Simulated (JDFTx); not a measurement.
# C in JDFTx: band structure with TASK

Aim: the band structure of C with TASK.

Everything below comes from runs of JDFTx 1.7.0 (patched build). Logs are shortened: lines on timing, memory, paths and dates and some standing lists are left out, and cuts for length are marked. The log counts tension as positive stress, the text compression.

## 1. The slab as given

The cell holds a slab with vacuum, 2 atoms: a = 2.456 Å, b = 2.456 Å, c = 8.524 Å, α = 90.00°, β = 90.00°, γ = 120.00°.

The slab is cut from a database's or a generator's crystal, which needn't be the stable form of the element.

## 2. Band structure, TASK

File bands.in:

```
include C.lattice
coords-type Lattice
include C.ionpos

ion-species pseudo/C.upf
elec-cutoff 50 400
elec-ex-corr mgga-x-task lda-c-pw
elec-smearing Fermi 0.0018374661
elec-n-bands 9
electronic-minimize nIterations 30 energyDiffThreshold 1e-06
davidson-band-ratio 1.3
forces-output-coords Cartesian
include path.kpoints
symmetries none
fix-electron-density run.$VAR

dump-name bands.$VAR
dump End Ecomponents EigStats BandEigs Kpoints Forces
```

File C.lattice:

```
lattice \
    4.6414889220    -2.3207444610     0.0000000000 \
    0.0000000000     4.0196473179     0.0000000000 \
    0.0000000000     0.0000000000    16.1076538906
```

File C.ionpos:

```
ion C      0.6666666667     0.3333333333     0.0000000000 1
ion C      0.3333333333     0.6666666667     0.0000000000 1
```

File path.kpoints:

```
kpoint +0.0000000000 +0.0000000000 +0.0000000000 0.020000000000
kpoint +0.0714285714 +0.0000000000 +0.0000000000 0.020000000000
kpoint +0.1428571429 +0.0000000000 +0.0000000000 0.020000000000
kpoint +0.2142857143 +0.0000000000 +0.0000000000 0.020000000000
kpoint +0.2857142857 +0.0000000000 +0.0000000000 0.020000000000
kpoint +0.3571428571 +0.0000000000 +0.0000000000 0.020000000000
kpoint +0.4285714286 +0.0000000000 +0.0000000000 0.020000000000
kpoint +0.5000000000 +0.0000000000 +0.0000000000 0.020000000000
kpoint +0.4583333333 +0.0833333333 +0.0000000000 0.020000000000
kpoint +0.4166666667 +0.1666666667 +0.0000000000 0.020000000000
kpoint +0.3750000000 +0.2500000000 +0.0000000000 0.020000000000
kpoint +0.3333333333 +0.3333333333 +0.0000000000 0.020000000000
kpoint +0.2962962963 +0.2962962963 +0.0000000000 0.020000000000
kpoint +0.2592592593 +0.2592592593 +0.0000000000 0.020000000000
kpoint +0.2222222222 +0.2222222222 +0.0000000000 0.020000000000
kpoint +0.1851851852 +0.1851851852 +0.0000000000 0.020000000000
kpoint +0.1481481481 +0.1481481481 +0.0000000000 0.020000000000
kpoint +0.1111111111 +0.1111111111 +0.0000000000 0.020000000000
kpoint +0.0740740741 +0.0740740741 +0.0000000000 0.020000000000
kpoint +0.0370370370 +0.0370370370 +0.0000000000 0.020000000000
kpoint +0.0000000000 +0.0000000000 +0.0000000000 0.020000000000
kpoint +0.0000000000 +0.0000000000 +0.5000000000 0.020000000000
kpoint +0.0625000000 +0.0000000000 +0.5000000000 0.020000000000
kpoint +0.1250000000 +0.0000000000 +0.5000000000 0.020000000000
kpoint +0.1875000000 +0.0000000000 +0.5000000000 0.020000000000
kpoint +0.2500000000 +0.0000000000 +0.5000000000 0.020000000000
kpoint +0.3125000000 +0.0000000000 +0.5000000000 0.020000000000
kpoint +0.3750000000 +0.0000000000 +0.5000000000 0.020000000000
kpoint +0.4375000000 +0.0000000000 +0.5000000000 0.020000000000
kpoint +0.5000000000 +0.0000000000 +0.5000000000 0.020000000000
kpoint +0.4583333333 +0.0833333333 +0.5000000000 0.020000000000
kpoint +0.4166666667 +0.1666666667 +0.5000000000 0.020000000000
kpoint +0.3750000000 +0.2500000000 +0.5000000000 0.020000000000
kpoint +0.3333333333 +0.3333333333 +0.5000000000 0.020000000000
kpoint +0.3030303030 +0.3030303030 +0.5000000000 0.020000000000
kpoint +0.2727272727 +0.2727272727 +0.5000000000 0.020000000000
kpoint +0.2424242424 +0.2424242424 +0.5000000000 0.020000000000
kpoint +0.2121212121 +0.2121212121 +0.5000000000 0.020000000000
kpoint +0.1818181818 +0.1818181818 +0.5000000000 0.020000000000
kpoint +0.1515151515 +0.1515151515 +0.5000000000 0.020000000000
kpoint +0.1212121212 +0.1212121212 +0.5000000000 0.020000000000
kpoint +0.0909090909 +0.0909090909 +0.5000000000 0.020000000000
kpoint +0.0606060606 +0.0606060606 +0.5000000000 0.020000000000
kpoint +0.0303030303 +0.0303030303 +0.5000000000 0.020000000000
kpoint +0.0000000000 +0.0000000000 +0.5000000000 0.020000000000
kpoint +0.5000000000 +0.0000000000 +0.5000000000 0.020000000000
kpoint +0.5000000000 +0.0000000000 +0.2500000000 0.020000000000
kpoint +0.5000000000 +0.0000000000 +0.0000000000 0.020000000000
kpoint +0.3333333333 +0.3333333333 +0.0000000000 0.020000000000
kpoint +0.3333333333 +0.3333333333 +0.5000000000 0.020000000000
```

Potentials or basis: SG15-PBE-1.2 with smoothed tails.

Run with:

```sh
$ jdftx -c 1 -i bands.in -o bands.out
```

The log of the run:

```text
*************** JDFTx 1.7.0 (patched build) ***************

Input parsed successfully to the following command list (including defaults):
[... the input with its defaults ...]

---------- Initializing the Grid ----------
R =
[      4.64149     -2.32074            0  ]
[            0      4.01965            0  ]
[            0            0      16.1077  ]
unit cell volume = 300.523
G =
[     1.3537   0.781559         -0  ]
[          0    1.56312          0  ]
[          0         -0   0.390075  ]
Minimum fftbox size, Smin = [  44  44  148  ]
Chosen fftbox size, S = [  48  48  150  ]

---------- Initializing tighter grid for wavefunction operations ----------
R =
[      4.64149     -2.32074            0  ]
[            0      4.01965            0  ]
[            0            0      16.1077  ]
unit cell volume = 300.523
G =
[     1.3537   0.781559         -0  ]
[          0    1.56312          0  ]
[          0         -0   0.390075  ]
Minimum fftbox size, Smin = [  32  32  104  ]
Chosen fftbox size, S = [  32  32  108  ]

---------- Exchange Correlation functional ----------
Initialized LibXC exchange functional 'TASK exchange of Aschebrock and Kuemmel'
Initialized LibXC correlation functional 'Perdew & Wang'

---------- Setting up pseudopotentials ----------
Width of ionic core gaussian charges (only for fluid interactions / plotting) set to 0

Reading pseudopotential file 'pseudo/C.upf':
  'C' pseudopotential, 'PBE' functional
  Generated using ONCVPSP code by D. R. Hamann
  4 valence electrons, 0 orbitals, 4 projectors, 602 radial grid points, with lMax = 1
  Core radius for overlap checks: 1.23 bohrs.

Initialized 1 species with 2 total atoms.

Folded 50 k-points by 1x1x1 to 50 k-points.

---------- Setting up k-points, bands, fillings ----------
No reducable k-points.
Computing the number of bands and number of electrons
Calculating initial fillings.
nElectrons:   8.000000   nBands: 9   nStates: 50

----- Setting up reduced wavefunction bases (one per k-point) -----
average nbasis = 5079.660 , ideal nbasis = 5074.889

---------- Setting up ewald sum ----------
Optimum gaussian width for ewald sums = 2.380661 bohr.
Real space sum over 1575 unit cells with max indices [  7  7  3  ]
Reciprocal space sum over 2025 terms with max indices [  4  4  12  ]

---------- Allocating electronic variables ----------
Reading n from file 'run.n' ... done
Reading tau from file 'run.tau' ... done
Initializing wave functions:  (No orbitals for LCAO)  bandwidth-limited random numbers

----------- Band structure minimization -------------
Minimization will be done independently for each quantum number.

---- Minimization of quantum number:     0  [ +0.0000000 +0.0000000 +0.0000000 ]  0.040000000 ----
BandDavidson: Iter:   0  Eband: +0.162415856738189
BandDavidson: Iter:   1  Eband: +0.074745190857906  dEband: -8.767067e-02
BandDavidson: Iter:   2  Eband: +0.035920008949704  dEband: -3.882518e-02
BandDavidson: Iter:   3  Eband: +0.021445991305858  dEband: -1.447402e-02
[... 1044 lines of inner loops ...]
BandDavidson: Iter:  19  Eband: +0.030199738253660  dEband: -1.078158e-06
BandDavidson: Iter:  20  Eband: +0.030199145664771  dEband: -5.925889e-07
BandDavidson: Converged (dEband<1.000000e-06)
	FillingsUpdate:  mu: +0.010668053  nElectrons: 8.000000
WARNING: these k-points are no uniform mesh, so that mu and the fillings of partly filled bands are only those of these points: take mu from the calculation that made the density or potential.

Dumping 'bands.eigStats' ...
	eMin: -0.809016 at state 0 ( [ +0.000000 +0.000000 +0.000000 ] spin 0 )
	HOMO: +0.010667 at state 49 ( [ +0.333333 +0.333333 +0.500000 ] spin 0 )
	mu  : +0.010668
	LUMO: +0.010669 at state 48 ( [ +0.333333 +0.333333 +0.000000 ] spin 0 )
	eMax: +0.582511 at state 33 ( [ +0.333333 +0.333333 +0.500000 ] spin 0 )
	HOMO-LUMO gap: +0.000002
	Optical gap  : +0.078046 at state 34 ( [ +0.303030 +0.303030 +0.500000 ] spin 0 )
Done!
[note: mu, HOMO and LUMO in a band run belong to the points of the path alone and aren't those of the crystal]
```

Wall time 31 s (1 thread of AMD EPYC 9R45 (Zen 5), shared host); peak memory 0.13 GiB.

What came out:

| Property | Result |
| --- | --- |
| Band gap along the path | none (metal or under the smearing width) |

Caveat: the k mesh is coarse.
